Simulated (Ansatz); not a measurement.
Relaxed GeO₂ (rutile):

```
GeO2
1.0
    4.42809     0.00000     0.00000
    0.00000     4.42809     0.00000
    0.00000     0.00000     2.88419
Ge O
2 4
Direct
  0.00000   0.00000   0.00000
  0.50000   0.50000   0.50000
  0.30632   0.30632   0.00000
  0.80632   0.19368   0.50000
  0.19368   0.80632   0.50000
  0.69368   0.69368   0.00000
```

These are PBEsol (plane waves to 420 eV, PAW, scalar-relativistic; Ansatz, an electronic-structure program) values and carry that method's errors. k mesh 6×6×9 (Γ-centred), Fermi-Dirac smearing 0.05 eV. GeO2 was relaxed with its symmetry unable to fall.

One atom of the cell was then moved (with its periodic images), all else fixed, and the forces (eV/Å) came out as:

| atom | Fx | Fy | Fz |
|---|---|---|---|
| Ge1 | 6.203 | 0.113 | 0.000 |
| Ge2 | -11.306 | 2.136 | 0.000 |
| O3 | 1.296 | 0.641 | 0.000 |
| O4 | 3.427 | -6.381 | 0.000 |
| O5 | -1.489 | -0.029 | 0.000 |
| O6 | 1.870 | 3.520 | 0.000 |

Which atom was moved, and by which vector (Å)?

Ge2, by (0.57, 0.00, 0.00), 0.57 Å in all.

(For displaced atoms, the force is minus the slope of the energy, and its curvature is a force constant, which sets phonon frequencies.)
